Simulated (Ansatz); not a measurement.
# Dielectric response of BN (110) films

How well do thin zincblende BN (110) films screen a perpendicular field?

Calculated with Ansatz 0.2.0; plane-wave DFT, r2SCAN, Ansatz PAW.

## Step 1: Starting point

The cell holds 10 atoms: 5 B and 5 N. Its edges and angles: a = 2.556 Å, b = 3.615 Å, c = 23.112 Å, α = 90.0°, β = 90.0°, γ = 90.0°. It derives from BN (zincblende BN). Vacuum lies along c.

Structure file:

```xyz
10
Lattice="2.5562 0.0000 0.0000 0.0000 3.6150 0.0000 0.0000 0.0000 23.1124" Properties=species:S:1:pos:R:3
B     1.2781    1.8075    9.0000
N     0.0000    2.7113    9.0000
B     0.0000    0.0000   10.2781
N     1.2781    0.9038   10.2781
B     1.2781    1.8075   11.5562
N     0.0000    2.7113   11.5562
B     0.0000    0.0000   12.8343
N     1.2781    0.9038   12.8343
B     1.2781    1.8075   14.1124
N     0.0000    2.7113   14.1124
```

## Step 2: Relaxing the film, 10 atoms, units 5

The structure is relaxed first, because levels and dipoles at a surface follow the positions of the outer atoms.

input.yaml reads:

```yaml
crystal:
  lattice:
    - [2.55619101, 0.0, 0.0]
    - [0.0, 3.615, 0.0]
    - [0.0, 0.0, 23.112382028]
  atoms:
    - { symbol: B, position: [0.5, 0.5, 0.3894016631] }
    - { symbol: "N", position: [0.0, 0.75, 0.3894016631] }
    - { symbol: B, position: [0.0, 0.0, 0.4447008316] }
    - { symbol: "N", position: [0.5, 0.25, 0.4447008316] }
    - { symbol: B, position: [0.5, 0.5, 0.5] }
    - { symbol: "N", position: [0.0, 0.75, 0.5] }
    - { symbol: B, position: [0.0, 0.0, 0.5552991684] }
    - { symbol: "N", position: [0.5, 0.25, 0.5552991684] }
    - { symbol: B, position: [0.5, 0.5, 0.6105983369] }
    - { symbol: "N", position: [0.0, 0.75, 0.6105983369] }
kpoints:
  mp_grid: { grid: [10, 8, 1] }
hamiltonian:
  xc: r2scan
scf:
  occupations: { method: fixed }
  convergence: { dr2_threshold: 1.0e-09 }
efield:
  axis: 3
  dipole_correction: true
  ramp_position: 0.97
  ramp_width: 0.06
relax:
  f_tol: 0.003
  max_steps: 100
output:
  write_potential: true
  write_density: true
  volumetric_format: npy
```

Command:

```
$ ansatz run input.yaml --threads 4 --pin off --max-ram 12288MiB --backend cpu --events-out ev --progress --plain --runs-dir out
```

Numbers of over 12 decimals in the logs are rounded to 6 here.

Log:

```text
Engine: ansatz 0.2.0, aarch64-unknown-linux-gnu
Pseudopotentials: kind: paw
Pseudopotential: B, paw, valence charge 3, recommended cutoff 500 eV (meta_gga), B.paw.azcp
Pseudopotential: N, paw, valence charge 5, recommended cutoff 500 eV (meta_gga), N.paw.azcp
Functional definition: r2SCAN
  parameter k0 = 0.174
  parameter k1 = 0.065
  parameter a1 = 4.9479
  exchange = r2scan_x(k0 = k0, k1 = k1, a1 = a1)
  correlation = r2scan_c
Crystal: 10 atoms, lattice volume = 213.573 Å³
Basis set: ecut = 500 eV, 5425 PW (Γ), exchange–correlation on 80×108×720 points (64 copies of the dense FFT grid, shifted against one another)
Bands: 30, of which v1, the nominal top of the filled ones, is band 20 counted from 1 (19 counted from 0)
Symmetry: 2 space group operations
k-points: 30 of 80 (time reversal used)
Non-local potential: B, projectors of the file, l = 0: 2, l = 1: 2, l = 2: 1
Non-local potential: N, projectors of the file, l = 0: 2, l = 1: 2, l = 2: 1
PAW form: soft (Blöchl's): semilocal exchange-correlation on the pseudo side does not see the compensation charge
PAW frozen core: B, regenerated for the run's functional (the file was generated under x = pbe(κ = 0.804, μ = 0.219515), c = pbe(β = 0.066725))
PAW frozen core: N, regenerated for the run's functional (the file was generated under x = pbe(κ = 0.804, μ = 0.219515), c = pbe(β = 0.066725))
PAW one-centre angular grid: B, 302 points (default); XC on 160 Gauss nodes
PAW one-centre angular grid: N, 302 points (default); XC on 160 Gauss nodes
Initial density: superposition of atomic densities (neutral atoms: chi_scale 0, normalization atom), corrected by the library's trained network
Initial wavefunctions: pseudopotential atomic-orbital guess
Functional: x = r2scan, c = r2scan; τ floored in thin density (d = 2e-4 eV/Å³)
SCF iter   1: F=—  HF=-2713.932267 eV  |F-HF|=—  |Δ(HF+E_count)|=         —  Δρ=1.02e-2  dr2=2.43e-1  dr2_τ=1.40e0  ethr=1.77e-3  p=0.000 e·Å  D=2.08e-14 V/Å  ΔV_dip=-0.00 eV  dr2_dipole=5.31e-9  V_vac-E_F(+/−)=5.95/5.95 eV  ⟨swp⟩=5.0  Hψ=4278  notcnv=0  defer=240
efield: sawtooth ramp at fractional position 0.9700 (set: `efield.ramp_position`, or a place that a band, a saddle search or an elastic batch's reference lends), width 0.0600; the density the first Hamiltonian is built on has a dipole p = 0.000 e·Å; the dipole correction subtracts the counter field D = 2.08e-14 V/Å, which shifts the + side's vacuum level by -0.00 eV against the − side's; the planar-averaged density in the ramp window peaks in size at 3.9e-6 e/Å³
preconditioner: auto → Resta (q_TF=auto, 2.064 Å⁻¹)  ε∞=2.0  [insulator: Δε(μ)=2.644 eV  Ē_g=15.777 eV  n_scr=32 (ndim 8)  ℏωp=16.1 eV  f_vac=0.633  ε∞_Penn≈2.0  vacuum switching on, ρ_ref=1.8e-2 e/Å³]
SCF iter   2: F=—  HF=-2714.286811 eV  |F-HF|=—  |Δ(HF+E_count)|=   3.55e-1  Δρ=4.93e-3  dr2=2.70e-2  dr2_τ=7.01e-3  ethr=6.07e-4  p=0.000 e·Å  D=2.29e-5 V/Å  ΔV_dip=-0.00 eV  dr2_dipole=8.88e-9  V_vac-E_F(+/−)=5.75/5.75 eV  ⟨swp⟩=2.3  Hψ=1758  notcnv=0  defer=240  κ⁻¹=1.0e0(r=1)
SCF iter   3: F=—  HF=-2714.286065 eV  |F-HF|=—  |Δ(HF+E_count)|=   7.46e-4  Δρ=2.38e-3  dr2=6.89e-3  dr2_τ=5.20e-4  ethr=6.76e-5  p=-0.000 e·Å  D=-6.52e-6 V/Å  ΔV_dip=0.00 eV  dr2_dipole=1.33e-9  V_vac-E_F(+/−)=5.84/5.84 eV  ⟨swp⟩=2.9  Hψ=1368  notcnv=0  defer=240  κ⁻¹=1.2e-2(r=2)
SCF iter   4: F=—  HF=-2714.287105 eV  |F-HF|=—  |Δ(HF+E_count)|=   1.04e-3  Δρ=1.12e-3  dr2=1.20e-3  dr2_τ=1.11e-4  ethr=1.72e-5  p=0.000 e·Å  D=6.72e-6 V/Å  ΔV_dip=-0.00 eV  dr2_dipole=5.87e-10  V_vac-E_F(+/−)=5.84/5.84 eV  ⟨swp⟩=3.3  Hψ=1340  notcnv=0  defer=240  κ⁻¹=1.9e-3(r=3)
SCF iter   5: F=—  HF=-2714.287580 eV  |F-HF|=—  |Δ(HF+E_count)|=   4.75e-4  Δρ=1.95e-4  dr2=4.38e-5  dr2_τ=3.40e-6  ethr=3.00e-6  p=-0.000 e·Å  D=-1.50e-6 V/Å  ΔV_dip=0.00 eV  dr2_dipole=6.47e-11  V_vac-E_F(+/−)=5.85/5.85 eV  ⟨swp⟩=2.8  Hψ=1374  notcnv=0  defer=240  κ⁻¹=6.3e-5(r=4)
SCF iter   6: F=—  HF=-2714.287615 eV  |F-HF|=—  |Δ(HF+E_count)|=   3.57e-5  Δρ=6.12e-5  dr2=4.20e-6  dr2_τ=3.18e-7  ethr=1.10e-7  p=0.000 e·Å  D=1.59e-6 V/Å  ΔV_dip=-0.00 eV  dr2_dipole=2.98e-11  V_vac-E_F(+/−)=5.85/5.85 eV  ⟨swp⟩=2.1  Hψ=1398  notcnv=0  defer=240  κ⁻¹=4.0e-6(r=5)
SCF iter   7: F=—  HF=-2714.287620 eV  |F-HF|=—  |Δ(HF+E_count)|=   4.83e-6  Δρ=1.81e-5  dr2=3.91e-7  dr2_τ=5.01e-8  ethr=1.05e-8  p=-0.000 e·Å  D=-1.01e-6 V/Å  ΔV_dip=0.00 eV  dr2_dipole=1.90e-11  V_vac-E_F(+/−)=5.85/5.85 eV  ⟨swp⟩=2.2  Hψ=1443  notcnv=0  defer=240  κ⁻¹=5.8e-7(r=6)
SCF iter   8: F=—  HF=-2714.287642 eV  |F-HF|=—  |Δ(HF+E_count)|=   2.17e-5  Δρ=6.13e-6  dr2=5.00e-8  dr2_τ=3.51e-9  ethr=9.78e-10  p=0.000 e·Å  D=2.70e-7 V/Å  ΔV_dip=-0.00 eV  dr2_dipole=1.08e-12  V_vac-E_F(+/−)=5.85/5.85 eV  ⟨swp⟩=2.5  Hψ=1626  notcnv=0  defer=237  κ⁻¹=8.3e-8(r=7)
SCF iter   9: F=—  HF=-2714.287642 eV  |F-HF|=—  |Δ(HF+E_count)|=   7.13e-8  Δρ=2.27e-6  dr2=5.87e-9  dr2_τ=4.81e-10  ethr=1.25e-10  p=-0.000 e·Å  D=-5.41e-8 V/Å  ΔV_dip=0.00 eV  dr2_dipole=6.42e-14  V_vac-E_F(+/−)=5.85/5.85 eV  ⟨swp⟩=2.1  Hψ=1332  notcnv=0  defer=237  κ⁻¹=7.1e-9(r=8)
SCF iter  10: F=-2714.287642 eV  HF=-2714.287642 eV  |F-HF|=7.94e-10  |Δ(HF+E_count)|=   7.06e-9  Δρ=5.96e-7  dr2=4.40e-10  dr2_τ=2.61e-11  ethr=2.50e-12  p=0.000 e·Å  D=9.02e-8 V/Å  ΔV_dip=-0.00 eV  dr2_dipole=1.32e-13  V_vac-E_F(+/−)=5.85/5.85 eV  ⟨swp⟩=9.6  Hψ=5787  notcnv=0
SCF 1 converged in 10 iterations: F = -2714.287642 eV  dr2 = 4.40e-10
  greatest PAW one-centre occupation: 0.798 electrons in one spin orbital (limit 2), on the N atom at site 3 (counted from 0), in its partial waves of l = 0
relax step   1: F+E_penalty+E_count = -2714.28764193 eV  Δ(F+E_penalty+E_count) = +0.000e0 eV  max|allowed force component| = 5.364e0 eV/Å  Δτ_max = 0.0000 Å  (10 SCF iters, accepted)
Initial density: handed on by an earlier stage of this run
Initial wavefunctions: those handed on with the density
iter 1 solved again at ethr=5.14e-4 eV; its pass at ethr=3.10e-3 eV (dr2=2.05e-1 eV) is discarded
SCF iter   1: F=—  HF=-2716.021505 eV  |F-HF|=—  |Δ(HF+E_count)|=         —  Δρ=1.18e-2  dr2=2.05e-1  dr2_τ=2.48e-1  ethr=5.14e-4  p=0.000 e·Å  D=9.02e-8 V/Å  ΔV_dip=-0.00 eV  dr2_dipole=1.31e-12  V_vac-E_F(+/−)=6.43/6.43 eV  ⟨swp⟩=1.0  Hψ=4451  notcnv=0  defer=236
[...]
SCF iter   3: F=—  HF=-2716.568779 eV  |F-HF|=—  |Δ(HF+E_count)|=   1.89e-5  Δρ=9.34e-6  dr2=7.48e-8  dr2_τ=5.55e-9  ethr=1.08e-9  p=0.000 e·Å  D=6.97e-8 V/Å  ΔV_dip=-0.00 eV  dr2_dipole=5.74e-14  V_vac-E_F(+/−)=6.77/6.77 eV  ⟨swp⟩=2.4  Hψ=1447  notcnv=0  defer=191  κ⁻¹=1.6e-2(r=2)
SCF iter   4: F=—  HF=-2716.568779 eV  |F-HF|=—  |Δ(HF+E_count)|=   2.12e-8  Δρ=3.47e-6  dr2=9.74e-9  dr2_τ=1.08e-9  ethr=1.87e-10  p=-0.000 e·Å  D=-3.95e-8 V/Å  ΔV_dip=0.00 eV  dr2_dipole=1.96e-14  V_vac-E_F(+/−)=6.77/6.77 eV  ⟨swp⟩=2.5  Hψ=1366  notcnv=0  defer=191  κ⁻¹=2.3e-3(r=3)
SCF iter   5: F=-2716.568779 eV  HF=-2716.568779 eV  |F-HF|=7.99e-10  |Δ(HF+E_count)|=   6.40e-9  Δρ=1.04e-6  dr2=8.15e-10  dr2_τ=5.68e-11  ethr=2.50e-12  p=0.000 e·Å  D=3.99e-9 V/Å  ΔV_dip=-0.00 eV  dr2_dipole=1.16e-15  V_vac-E_F(+/−)=6.77/6.77 eV  ⟨swp⟩=7.9  Hψ=6213  notcnv=0
SCF 8 converged in 5 iterations: F = -2716.568779 eV  dr2 = 8.15e-10
relax step   8: F+E_penalty+E_count = -2716.56877913 eV  Δ(F+E_penalty+E_count) = -5.511e-6 eV  max|allowed force component| = 1.167e-3 eV/Å  Δτ_max = 0.0005 Å  (5 SCF iters, accepted)
NSCF: frozen V_eff on 30 k-points
the band table was solved once a step of the walk had ended and its energy, with any forces and stress, was formed, with the checks that follow a solve (8532 applications of the Hamiltonian). They found nothing against the state; the energy, forces and stress were not computed again (output.eigenvalues in the input reference)
iter 1 solved again at ethr=2.03e-12 eV; its pass at ethr=3.10e-3 eV (dr2=8.13e-10 eV) is discarded
SCF iter   1: F=—  HF=-2716.568779 eV  |F-HF|=—  |Δ(HF+E_count)|=         —  Δρ=1.04e-6  dr2=8.15e-10  dr2_τ=5.68e-11  ethr=2.03e-12  p=0.000 e·Å  D=3.99e-9 V/Å  ΔV_dip=-0.00 eV  dr2_dipole=1.10e-15  V_vac-E_F(+/−)=6.77/6.77 eV  ⟨swp⟩=2.0  Hψ=3708  notcnv=0
efield: sawtooth ramp at fractional position 0.9700 (kept from the solve that this one continues, or follows in the run), width 0.0600; the density the first Hamiltonian is built on has a dipole p = 0.000 e·Å; the dipole correction subtracts the counter field D = 3.99e-9 V/Å, which shifts the + side's vacuum level by -0.00 eV against the − side's; the planar-averaged density in the ramp window peaks in size at 1.3e-7 e/Å³
preconditioner: auto → Resta (q_TF=auto, 2.064 Å⁻¹)  ε∞=1.9  [insulator: Δε(μ)=2.815 eV  Ē_g=16.766 eV  n_scr=32 (ndim 8)  ℏωp=16.1 eV  f_vac=0.651  ε∞_Penn≈1.9  vacuum switching on, ρ_ref=2.0e-2 e/Å³]
iter 2 met the thresholds in force, and the SCF goes on: an eigenvalue changes by 1.05 meV, over its tolerance of 1.01 meV (output.eigenvalues, Limitations)
SCF iter   2: F=-2716.568779 eV  HF=-2716.568779 eV  |F-HF|=1.87e-10  |Δ(HF+E_count)|=  6.54e-10  Δρ=5.76e-7  dr2=2.46e-10  dr2_τ=1.69e-11  ethr=2.03e-12  p=-0.000 e·Å  D=-7.43e-9 V/Å  ΔV_dip=0.00 eV  dr2_dipole=7.13e-17  V_vac-E_F(+/−)=6.77/6.77 eV  ⟨swp⟩=8.0  Hψ=4907  notcnv=0  κ⁻¹=1.0e0(r=1)
SCF iter   3: F=-2716.568779 eV  HF=-2716.568779 eV  |F-HF|=3.87e-11  |Δ(HF+E_count)|=  2.17e-10  Δρ=8.62e-8  dr2=7.94e-12  dr2_τ=1.40e-12  ethr=1.00e-12  p=-0.000 e·Å  D=-1.72e-9 V/Å  ΔV_dip=0.00 eV  dr2_dipole=2.04e-16  V_vac-E_F(+/−)=6.77/6.77 eV  ⟨swp⟩=6.9  Hψ=5671  notcnv=0
SCF 9 converged in 3 iterations: F = -2716.568779 eV  dr2 = 7.94e-12
NSCF: frozen V_eff on 30 k-points
the band table was solved once a step of the walk had ended and its energy, with any forces and stress, was formed, with the checks that follow a solve (5551 applications of the Hamiltonian). They found nothing against the state; the energy, forces and stress were not computed again (output.eigenvalues in the input reference)
WARN: The output density's exchange-correlation potential varies sharply where the density is thin. Do not read a vacuum level from v_tot or v_xc, or from such a field of the output density. On a cell that repeats whose density bears no net charge and no dipole along the vacuum's axis use v_es (v_loc + v_h of the components); under efield.dipole_correction with no amplitude use v_es + v_field, which holds any externa [...]
SCF converged after 3 iterations
Stability not checked: this state was not tested for a lower state beside it, because the mixer in use, unlike msr1, does not test its closes by its own steps (another_mixer; see scf.mixing.algorithm and scf.lower_state_search)
an eigenvalue changed by more than its tolerance at an iteration that met the thresholds in force, so the SCF went on 1 time: the last check found none over its tolerance
Free energy (F): -2716.568779 eV
Harris-Foulkes:  -2716.568779 eV  (|F-HF|=3.87e-11)
Internal energy: -2716.568779 eV  (E = F + TS)
E sigma→0 (E₀):  -2716.568779 eV
Fermi energy:    -1.811319 eV
Dipole field:    D = -0.000000 V/Å  (p = -0.000000 e·Å, saw-weighted, corrected)
Work function:   Φ+ = 6.7747 eV   Φ− = 6.7747 eV
Levels:          The Fermi level and band energies are counted from a zero that moves with the ramp; work functions are not
--- Per-component energies (eV) ---
  E_band       = -398.513886
  E_kinetic    = 920.150871
  E_local      = -32965.751531  (includes V_loc(G=0)·N_el)
  E_nonlocal   = 281.531491
  E_hartree    = 16039.886435
  E_xc         = -457.794197
  E_vxc        = -634.447840  (∫ρ·V_xc dr)
  E_paw        = -1047.167484  (= ΣΔE_a)
  E_vpaw       = -115.419838  (= ΣTr[D̂ρ^β])
  E_aug_tail   = 0.000095  (compensation charges beyond the density's cutoff)
  E_vtau       = 35.650013  (kinetic-family band-sum trace: ∫τ·v_τ [+ j·A + Jᵃ·Aᵃ] dr)
  E_efield     = 0.000000  (sawtooth field / dipole correction)
  E_vefield    = 0.000000  (∫n·V_field dr)
  E_ewald      = 14512.815575
  E_core_change = -0.240033  (= ΣΔE_core)
  E_smearing   = -0.000000  (= −TS)
  E_closure    = -0.000000  (closes the sum)
  Σ components = -2716.568779   (vs F -2716.568779, Δ=0.00e0)
--- Forces (eV/Å), atoms counted from 1 ---
  atom   1  B      0.00000000     0.00005680    -0.00017724
  atom   2  N      0.00000000     0.00011603     0.00031904
  atom   3  B      0.00000000    -0.00056028    -0.00023705
  atom   4  N      0.00000000     0.00075437    -0.00039134
  atom   5  B      0.00000000    -0.00114309     0.00000010
  atom   6  N      0.00000000     0.00038942    -0.00000009
  atom   7  B      0.00000000    -0.00056025     0.00023720
  atom   8  N      0.00000000     0.00075435     0.00039116
  atom   9  B      0.00000000     0.00005683     0.00017730
  atom  10  N      0.00000000     0.00011605    -0.00031910
  max |Σ_I F_I| component: 1.98e-5 eV/Å
--- Band table (eV; the first three rows and the last of 30) ---
  k-point 0: bands = [... 16 lower, -3.5179, -2.6608, -2.4087, -1.9201, 3.1685, 4.2245, 4.3605, 5.1134, ... 6 higher]
  k-point 1: bands = [... 16 lower, -3.6430, -2.9109, -2.1824, -2.1642, 3.2273, 4.2401, 4.3843, 5.2826, ... 6 higher]
  k-point 2: bands = [... 16 lower, -3.9850, -3.5427, -2.6266, -1.9184, 3.2754, 4.0253, 4.8413, 5.7503, ... 6 higher]
  k-point 29: bands = [... 16 lower, -5.2098, -4.8078, -2.4410, -1.8113, 2.4448, 3.1071, 7.4723, 8.7953, ... 6 higher]
--- Relaxed structure (8 steps of the walk, 7 accepted, 0 SCFs on fresh bases) ---
  F+E_penalty+E_count = -2716.56877913 eV   max|allowed force component| = 1.167e-3 eV/Å
  atoms:
    - { symbol: B, position: [0.5, 0.544425, 0.398753] }
    - { symbol: N, position: [0.0, 0.727262, 0.389603] }
    - { symbol: B, position: [0.0, -0.0052411, 0.442549] }
    - { symbol: N, position: [0.5, 0.238169, 0.443532] }
    - { symbol: B, position: [0.5, 0.495886, 0.500000] }
    - { symbol: N, position: [0.0, 0.744886, 0.500000] }
    - { symbol: B, position: [0.0, -0.0052411, 0.557451] }
    - { symbol: N, position: [0.5, 0.238169, 0.556468] }
    - { symbol: B, position: [0.5, 0.544425, 0.601247] }
    - { symbol: N, position: [0.0, 0.727262, 0.610397] }
```

Wall time 89 s (4 threads of Arm Neoverse V1, shared host); peak memory 0.93 GiB.

The steps of the relaxation:

```tsv
step	energy less that of the first step (eV)	largest force component (eV/Å)
1	0.0000	5.3640
2	-1.8623	2.6084
3	-2.2559	0.5447
4	-2.2522	0.5427
5	-2.2801	0.1225
6	-2.2811	0.0154
7	-2.2811	0.0099
8	-2.2811	0.0012
```

Relaxation step 4 was tried and not accepted.

The run keeps the 2 symmetry operations that it works with, so distortions that break them were not tested.

The atoms that moved most (Å):

```tsv
atom	dx	dy	dz	length
B1	0.000	0.161	0.216	0.269
B9	0.000	0.161	-0.216	0.269
N10	0.000	-0.082	-0.005	0.082
N2	0.000	-0.082	0.005	0.082
B3	0.000	-0.019	-0.050	0.053
B7	0.000	-0.019	0.050	0.053
N8	0.000	-0.043	0.027	0.051
N4	0.000	-0.043	-0.027	0.051
```

Final coordinates:

```xyz
10
Lattice="2.5562 0.0000 0.0000 0.0000 3.6150 0.0000 0.0000 0.0000 23.1124" Properties=species:S:1:pos:R:3
B     1.2781    1.9681    9.2161
N     0.0000    2.6291    9.0046
B     0.0000   -0.0189   10.2284
N     1.2781    0.8610   10.2511
B     1.2781    1.7926   11.5562
N     0.0000    2.6928   11.5562
B     0.0000   -0.0189   12.8840
N     1.2781    0.8610   12.8613
B     1.2781    1.9681   13.8962
N     0.0000    2.6291   14.1077
```

Numbers from this step:

```
gap on the k-mesh             : 2.815 eV
dipole along the normal       : -2.40e-8 e·Å
ionisation energy, upper face : 6.775 eV
electron affinity, upper face : 3.959 eV
```

Running mean over 1.278 Å of the planar mean; the ramp of the sawtooth is left out. Electron's electrostatic potential energy less the highest filled level against z:

z (Å), electron's electrostatic potential energy less the highest filled level (eV) and a bar from the least value:
```
        3        6.8 ##############################
        4        6.8 ##############################
        5        6.8 ##############################
        6        6.8 ##############################
        7        6.7 ##############################
        8        4.5 ##########################
        9       -7.3 ######
       10      -10.7 
       11       -8.9 ###
       12       -8.9 ###
       13      -10.4 
       14       -8.1 ####
       15        3.5 ########################
       16        6.7 ##############################
       17        6.8 ##############################
       18        6.8 ##############################
       19        6.8 ##############################
       20        6.8 ##############################
```

The relaxation took 8 steps and lowered the energy by 2.3 eV; the largest force on the free atoms ends at 0.0012 eV/Å.

The gap is 2.82 eV, with the valence edge 6.77 eV and the conduction edge 3.96 eV under the upper vacuum level.

[end of part 1 of 4]

[Logs are printed without paths, hosts, clocks, repeated set-up lines and the standing remarks that a program may print on its own settings, such as how far it seeks lower states.]

[Hosts, paths, dates, database ids (printed as entryN), source tags and the programs' standing remarks are cut or masked in the printed files.]

[Maps of the electrostatic potential energy from Ansatz leave out the sawtooth potential of an applied field or a dipole correction, so their vacuum need not be flat; planar profiles and work functions include it.]
